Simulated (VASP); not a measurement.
# Co (P6_3/mmc) in VASP: notebook

Runs on Co. Level: PBEsol. Tasks: relaxation of cell and atoms, electrostatic potential.

Program: VASP 6.6.1. These are calculated values, not measurements. Logs are shortened: lines on timing, memory, paths and dates and some standing lists are left out, and cuts for length are marked.

**1. The crystal as given**

Symmetry: P6_3/mmc, No. 194, hexagonal system. The conventional cell has a = 2.460 Å, b = 2.460 Å, c = 3.970 Å, α = 90.00°, β = 90.00°, γ = 120.00°. Co (site symmetry -6m2) has 12 Co at 2.44 to 2.46 Å as nearest neighbours.

The cell was built by a generator and needn't be a form met in nature.

**2. Relaxation of cell and atoms, PBEsol, collinear spin, ferromagnetic start**

INCAR

```
SYSTEM = Co
  ALGO = Normal
  EDIFF = 1E-7
  EDIFFG = -0.005
  ENCUT = 600
  GGA = PS
  IBRION = 2
  ISIF = 3
  ISMEAR = 1
  ISPIN = 2
  LASPH = .True.
  LCHARG = .False.
  LMAXMIX = 4
  LORBIT = 11
  LREAL = .False.
  LWAVE = .False.
  MAGMOM = 1.8 1.8
  NELM = 120
  NSW = 40
  PREC = Accurate
  SIGMA = 0.1
```

KPOINTS

```
k-points
0
Gamma
  20 20 10
  0 0 0
```

POSCAR

```
Co
1.0
    2.4600000000      0.0000000000      0.0000000000
   -1.2300000000      2.1304224900      0.0000000000
    0.0000000000      0.0000000000      3.9700000000
Co
2
Direct
    0.3333333300      0.6666666700      0.2500000000
    0.6666666700      0.3333333300      0.7500000000
```

Potentials or basis: VASP PAW PBE potentials, release 64 (Co).

The run is started by

```
cat potpaw_PBE.64/Co/POTCAR > POTCAR
mpirun -np 1 vasp_std > vasp.out
```

OUTCAR:

```text
SYSTEM = Co
   EDIFF = 1E-7
   EDIFFG = -0.005
   ENCUT = 600
   GGA = PS
   IBRION = 2
   ISIF = 3
   ISMEAR = 1
   ISPIN = 2
   LASPH = .True.
   LORBIT = 11
   LREAL = .False.
   NELM = 120
   NSW = 40
   PREC = Accurate

 ion  position               nearest neighbor table
   1  0.333  0.667  0.250-   2 2.44   2 2.44   2 2.44   2 2.44   2 2.44   2 2.44
   2  0.667  0.333  0.750-   1 2.44   1 2.44   1 2.44   1 2.44   1 2.44   1 2.44

  LATTYP: Found a hexagonal cell.
 ALAT       =     2.4600000000
 C/A-ratio  =     1.6138211382

  Lattice vectors:

 A1 = (   2.4600000000,   0.0000000000,   0.0000000000)
 A2 = (  -1.2300000000,   2.1304224900,   0.0000000000)
 A3 = (   0.0000000000,   0.0000000000,   3.9700000000)

Analysis of symmetry for initial positions (statically):
=====================================================================
 Subroutine PRICEL returns:
 Original cell was already a primitive cell.

 Routine SETGRP: Setting up the symmetry group for a
 hexagonal supercell.

 Subroutine GETGRP returns: Found 24 space group operations
 (whereof 12 operations were pure point group operations)
 out of a pool of 24 trial point group operations.

The static configuration has the point symmetry D_3d.
 The point group associated with its full space group is D_6h.

Analysis of symmetry for dynamics (positions and initial velocities):
=====================================================================
 Subroutine PRICEL returns:
 Original cell was already a primitive cell.

 Routine SETGRP: Setting up the symmetry group for a
 hexagonal supercell.

 Subroutine GETGRP returns: Found 24 space group operations
 (whereof 12 operations were pure point group operations)
 out of a pool of 24 trial point group operations.

The dynamic configuration has the point symmetry D_3d.
 The point group associated with its full space group is D_6h.

Analysis of structural, dynamic, and magnetic symmetry:
=====================================================================
 Subroutine PRICEL returns:
 Original cell was already a primitive cell.

 Routine SETGRP: Setting up the symmetry group for a
 hexagonal supercell.

 Subroutine GETGRP returns: Found 24 space group operations
 (whereof 12 operations were pure point group operations)
 out of a pool of 24 trial point group operations.

The overall configuration has the point symmetry D_3d.
 The point group associated with its full space group is D_6h.

 Subroutine INISYM returns: Found 24 space group operations
 (whereof 12 operations are pure point group operations),
 and found     1 'primitive' translations

----------------------------------------------------------------------------------------

                                     Primitive cell

  volume of cell :      20.8061

  direct lattice vectors                    reciprocal lattice vectors
     2.460000000  0.000000000  0.000000000     0.406504065  0.234695232  0.000000000
    -1.230000000  2.130422490  0.000000000     0.000000000  0.469390463  0.000000000
     0.000000000  0.000000000  3.970000000     0.000000000  0.000000000  0.251889169

  length of vectors
     2.460000000  2.459999997  3.970000000     0.469390463  0.469390463  0.251889169

  position of ions in fractional coordinates (direct lattice)
     0.333333330  0.666666670  0.250000000
     0.666666670  0.333333330  0.750000000

  ion indices of the primitive-cell ions
   primitive index   ion index
                 1           1
                 2           2

----------------------------------------------------------------------------------------

 KPOINTS: k-points

Automatic generation of k-mesh.
 Grid dimensions read from file:
 generate k-points for:   20   20   10

 Generating k-lattice:

  Cartesian coordinates                     Fractional coordinates (reciprocal lattice)
     0.020325203  0.011734762  0.000000000     0.050000000  0.000000000  0.000000000
     0.000000000  0.023469523  0.000000000     0.000000000  0.050000000  0.000000000
     0.000000000  0.000000000  0.025188917     0.000000000  0.000000000  0.100000000

  Length of vectors
     0.023469523  0.023469523  0.025188917

  Shift w.r.t. Gamma in fractional coordinates (k-lattice)
     0.000000000  0.000000000  0.000000000

 Subroutine IBZKPT returns following result:
 ===========================================

 Found    264 irreducible k-points:

 Following reciprocal coordinates:
            Coordinates               Weight
  0.000000  0.000000  0.000000      1.000000
  0.050000 -0.000000  0.000000      6.000000
  0.100000  0.000000  0.000000      6.000000
  0.150000  0.000000  0.000000      6.000000
  0.200000  0.000000  0.000000      6.000000
  0.250000 -0.000000  0.000000      6.000000
[... 16 lines left out ...]
  0.200000  0.100000  0.000000     12.000000
  0.250000  0.100000  0.000000     12.000000
 [... further k-points ...]
   k-points           NKPTS =    264   k-points in BZ     NKDIM =    264   number of bands    NBANDS=     15
   number of dos      NEDOS =    301   number of ions     NIONS =      2
   total plane-waves  NPLWV =  12800
   dimension x,y,z NGX =    20 NGY =   20 NGZ =   32
   dimension x,y,z NGXF=    40 NGYF=   40 NGZF=   64
   ions per type =               2
   NGX,Y,Z   is equivalent  to a cutoff of  13.52, 13.52, 13.40 a.u.
   NGXF,Y,Z  is equivalent  to a cutoff of  27.03, 27.03, 26.80 a.u.
 SYSTEM =  Co
   PREC   = accura    normal or accurate (medium, high low for compatibility)
   ISTART =      0    job   : 0-new  1-cont  2-samecut
   ICHARG =      2    charge: 1-file 2-atom 10-const
   ISPIN  =      2    spin polarized calculation?
   LNONCOLLINEAR =      F non collinear calculations
   LSORBIT =      F    spin-orbit coupling
   LASPH  =      T    aspherical Exc in radial PAW
   ENCUT  =  600.0 eV  44.10 Ry    6.64 a.u.   4.91  4.91  7.93*2*pi/ulx,y,z
   NELM   =    120;   NELMIN=  2; NELMDL= -5     # of ELM steps
   EDIFF  = 0.1E-06   stopping-criterion for ELM
   LREAL  =      F    real-space projection
   EDIFFG = -.5E-02   stopping-criterion for IOM
   NSW    =     40    number of steps for IOM
   IBRION =      2    ionic relax: 0-MD 1-quasi-New 2-CG
   NFREE  =      1    steps in history (QN), initial steepest desc. (CG)
   ISIF   =      3    stress and relaxation
   ISYM   =      2    0-nonsym 1-usesym 2-fastsym
   POTIM  = 0.5000    time-step for ionic-motion
   TEBEG  =    0.0;   TEEND  =   0.0 temperature during run
   PSTRESS=    0.0 pullay stress
   NELECT =      18.0000    total number of electrons
   NUPDOWN=      -1.0000    fix difference up-down
   EMIN   =  10.00;   EMAX   =-10.00  energy-range for DOS
   EFERMI =   0.00;   METHOD = LEGACY
   ISMEAR =     1;   SIGMA  =   0.10  broadening in eV -4-tet -1-fermi 0-gaus
   EFERMI_NEDOS =   21; number of points for ismear=-14 and -15
   IALGO  =     38    algorithm
   IMIX   =      4    mixing-type and parameters
     AMIX     =   0.40;   BMIX     =  1.00
     AMIX_MAG =   1.60;   BMIX_MAG =  1.00
  volume/ion in A,a.u.               =      10.40        70.20
  Fermi-wavevector in a.u.,A,eV,Ry     =   1.559918  2.947818 33.107674  2.433345
  Thomas-Fermi vector in A             =   2.663206
   LORBIT       =     11    0 simple, 1 ext, 2 COOP (PROOUT), +10 PAW based schemes
   GGA     = PS    functional components
   LHFCALC =     F    Hartree Fock is set to
   AEXX    =    0.0000 exact exchange contribution
   IVDW    =     0    specifies the selected vdW correction
   LEPSILON=     F    determine dielectric tensor
   LRPA    =     F    only Hartree local field effects (RPA)
 conjugate gradient relaxation of ions
 spin polarized calculation
 Methfessel and Paxton  Order N= 1 SIGMA  =   0.10
  energy-cutoff  :      600.00
  volume of cell :       20.81
 maximum number of plane-waves:       711
 NGX is ok and might be reduce to    20
   NGX =  9   NGY =  9   NGZ = 15

--------------------------------------- Ionic step        1  -------------------------------------------

 number of electron      18.0000000 magnetization       3.1508972

 Free energy of the ion-electron system (eV)
  ---------------------------------------------------
  ext. energy  EPLUGINS =         0.00000000
  ---------------------------------------------------
  free energy    TOTEN  =       -15.47292053 eV

  energy without entropy =      -15.47271517  energy(sigma->0) =      -15.47285208

------------------------ aborting loop because EDIFF is reached ----------------------------------------

  FORCE on cell =-STRESS in cart. coord.  units (eV):
  Direction    XX          YY          ZZ          XY          YZ          ZX
  --------------------------------------------------------------------------------------
  -------------------------------------------------------------------------------------
  Total       -0.2092720     -0.2092720     -0.2306352      0.0000000     -0.0000000      0.0000000
  in kB      -16.1150020    -16.1150019    -17.7600735      0.0000000     -0.0000000      0.0000000
  external PRESSURE =     -16.6633591 kB  Pullay stress =       0.0000000 kB
[... 59 lines left out ...]
--------------------------------------- Ionic step        3  -------------------------------------------

 number of electron      18.0000002 magnetization       3.1442449

 Free energy of the ion-electron system (eV)
  ---------------------------------------------------
  ext. energy  EPLUGINS =         0.00000000
  ---------------------------------------------------
  free energy    TOTEN  =       -15.47367211 eV

  energy without entropy =      -15.47343964  energy(sigma->0) =      -15.47359462

 E-fermi :  10.7689     XC(G=0): -13.8702

 val. band max:       10.7632311376   @ k =   0.4000  -0.0000   0.3000
 cond. band min:      10.7728807030   @ k =   0.2500   0.1000   0.4000
 fundamental gap:      0.0096495654
 Fermi energy:        10.7688767716

 spin component 1

 k-point     1 :       0.0000    0.0000    0.0000
  band No.  band energies     occupation
      1       1.5143      1.00000
      2       5.3987      1.00000
      3       8.1269      1.00000
      4       8.1420      1.00000
      5       8.1420      1.00000
      6       8.4862      1.00000
      7       8.4862      1.00000
      8       8.8542      1.00000
      9       8.8542      1.00000
     10      10.0577      1.00000
     11      10.0577      1.00000
     12      10.6413      1.03509
     13      17.5947      0.00000
     14      33.0798      0.00000
[... 403 lines left out ...]
      4       7.2246      1.00000
      5       8.0544      1.00000
      6       8.2270      1.00000
      7       8.5513      1.00000
      8       9.2260      1.00000
      9       9.6096      1.00000
     10      10.0370      1.00000
     11      10.2206      1.00000
     12      16.9149      0.00000
     13      18.3303      0.00000
     14      21.9797      0.00000
     15      25.7114      0.00000

 [... further k-points ...]

 spin component 2

 k-point     1 :       0.0000    0.0000    0.0000
  band No.  band energies     occupation
      1       1.5825      1.00000
      2       6.3387      1.00000
      3       9.7110      1.00000
      4       9.7218      1.00000
      5       9.7218      1.00000
      6      10.1197      1.00000
      7      10.1197      1.00000
      8      10.5547      1.00493
      9      10.5547      1.00493
     10      10.6671      1.02688
     11      11.8737     -0.00000
     12      11.8737     -0.00000
     13      18.6143      0.00000
     14      32.9213      0.00000
[... 444 lines left out ...]
  FREE ENERGIE OF THE ION-ELECTRON SYSTEM (eV)
  ---------------------------------------------------
  free  energy   TOTEN  =       -15.4736721053 eV

  energy  without entropy=      -15.4734396436  energy(sigma->0) =      -15.47359462

 reached required accuracy - stopping structural energy minimisation

 total charge

# of ion       s       p       d       tot
------------------------------------------
    1        0.510   0.568   7.293   8.371
    2        0.510   0.568   7.293   8.371
--------------------------------------------------
tot          1.020   1.137  14.587  16.743

 magnetization (x)

# of ion       s       p       d       tot
------------------------------------------
    1       -0.015  -0.052   1.645   1.578
    2       -0.015  -0.052   1.645   1.578
--------------------------------------------------
tot         -0.030  -0.103   3.290   3.157
```

Run time: 3.7 min. Hardware: 1 thread of AMD EPYC 9R45 (Zen 5), shared host; peak memory 0.23 GiB.

Results:

```
Free energy                                           : -15.4737 eV
Relaxed volume                                        : 10.33 Å³/atom
Relaxed cell                                          : a = 2.455 Å, b = 2.455 Å, c = 3.960 Å, α = 90.00°, β = 90.00°, γ = 120.00°
Space group after relaxing (to 0.05 Å)                : P6_3/mmc (No. 194)
Energy gained by relaxing                             : 0.4 meV/atom
Ionic steps                                           : 3
Pressure after relaxing                               : 0.0 GPa
Band gap on the k mesh                                : none (metal or under the smearing width)
Net moment                                            : 3.14 μB per cell
Site moments                                          : Co +1.58 μB
Valence electrons inside the program's atomic spheres : Co 8.37
```

Stress tensor (GPa, compression positive):
```
 0.04  0.00  0.00
 0.00  0.04  0.00
 0.00  0.00 -0.04
```

The path:
```
step  energy change (eV)  largest force (eV/Å)  pressure (GPa)  volume (Å³)
   1              0.0000                0.0000           -1.67        20.81
   2              0.0005                0.0000            2.25        20.48
   3             -0.0008                0.0000            0.01        20.66
```

Final structure:
```xyz
2
Lattice="2.4546 0.0000 0.0000 -1.2273 2.1257 0.0000 0.0000 0.0000 3.9603" Properties=species:S:1:pos:R:3 pbc="T T T"
Co    0.0000    1.4171    0.9901
Co    1.2273    0.7086    2.9702
```

Levels at points of the mesh, in eV from the Fermi level:
Spin up:
```csv
k point,band 9,band 10,band 11,band 12,band 13,band 14
"(0.00, 0.00, 0.00)",-1.91,-0.71,-0.71,-0.13,6.83,22.31
"(0.50, 0.00, 0.00)",-0.46,-0.41,1.44,3.56,10.06,10.77
"(0.00, 0.00, 0.50)",-1.05,-1.05,-1.05,-1.05,15.62,15.62
"(0.50, 0.00, 0.50)",-0.47,-0.47,1.65,1.65,7.70,7.70
```
Spin down:
```csv
k point,band 3,band 4,band 5,band 6,band 7,band 8,band 9,band 10,band 11,band 12
"(0.00, 0.00, 0.00)",-1.06,-1.05,-1.05,-0.65,-0.65,-0.21,-0.21,-0.10,1.10,1.10
"(0.50, 0.00, 0.00)",-3.48,-1.94,-1.23,-1.11,-0.66,1.25,1.39,1.43,2.69,4.55
"(0.00, 0.00, 0.50)",-1.64,-1.64,-1.12,-1.12,-1.12,-1.12,0.74,0.74,0.74,0.74
"(0.50, 0.00, 0.50)",-2.54,-2.54,-0.09,-0.09,0.26,0.26,1.36,1.36,2.33,2.33
```

Caveat: the PAW data sets were made with another functional, which shifts forces and pressure a little.

[end of part 1 of 2]
